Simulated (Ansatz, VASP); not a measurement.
## Two plane-wave programs on SnSe

File INCAR:

```
SYSTEM = SnSe
PREC = Accurate
ENCUT = 520
EDIFF = 1E-7
ISMEAR = -1
SIGMA = 0.05
LREAL = .FALSE.
LASPH = .TRUE.
NELM = 100
ALGO = Normal
ISIF = 2
LWAVE = .FALSE.
LCHARG = .FALSE.
GGA = B5
ALDAX = 1.0
AGGAX = 1.0
AGGAC = 1.0
ALDAC = 0.0
IVDW = 12
VDW_S6 = 1.0
VDW_S8 = 2.6996
VDW_A1 = 0.4298
VDW_A2 = 4.2359
NBANDS = 17
```

KPOINTS

```
regular mesh
0
G
  8 8 8
  0 0 0
```

The input POSCAR:

```
SnSe
1.0
    0.0000000000      3.0496098055      3.0496098055
    3.0496098055      0.0000000000      3.0496098055
    3.0496098055      3.0496098055      0.0000000000
Sn Se
1 1
Direct
    0.0000000000      0.0000000000      0.0000000000
    0.5000000000      0.5000000000      0.5000000000
```

input.yaml

```yaml
crystal:
  lattice:
    - [0.0, 3.0496098055, 3.0496098055]
    - [3.0496098055, 0.0, 3.0496098055]
    - [3.0496098055, 3.0496098055, 0.0]
  atoms:
    - { symbol: Sn, position: [0.0, 0.0, 0.0] }
    - { symbol: Se, position: [0.5, 0.5, 0.5] }
hamiltonian:
  xc: blyp
  pseudopotentials: { kind: paw }
  dispersion: d3bj
kpoints:
  mp_grid: { grid: [8, 8, 8] }
scf:
  occupations: { method: fermi_dirac, width: 0.05 }
output:
  forces: true
  stress: true
  eigenvalues: true
```

Measurements of this composition are mostly on another form, of space group No. 62.

Alike in both runs: task single point; functional BLYP; dispersion D3(BJ); k mesh 8 × 8 × 8; occupations fermi-dirac, width 0.05 eV; no spin polarisation.

|  | VASP | Ansatz |
| --- | --- | --- |
| version | VASP 6.6.1 | Ansatz 0.2.0 |
| potentials or method | VASP PAW PBE potentials, release 64 (Sn_d, Se) | Ansatz PAW |
| plane-wave cutoff (eV) | 520 | 420 |
| valence electrons in the cell | 20 | 30 |

Ansatz gave:

| Item | Value |
| --- | --- |
| gap on the k mesh at the Fermi level (eV) | 0.23 |
| least direct gap on the mesh (eV) | 0.23 |
| pressure (GPa) | -1.8 |
| dispersion energy (meV/atom) | -785.6 |

**Question.** What did VASP give for the same quantities?

**Answer.** gap on the k mesh at the Fermi level (eV): 0.24; least direct gap on the mesh (eV): 0.24; pressure (GPa): -1.8; dispersion energy (meV/atom): -785.5.

The two sets of potentials don't hold the same shells in valence.

Caveats: spin-orbit coupling is left out, which moves the levels of the heavy elements; the PAW data sets were made with another functional, which shifts forces and pressure a little (VASP); the PAW data sets come from PBE, with cores solved anew for the run's functional, which leaves a small shift of forces and pressure (Ansatz).
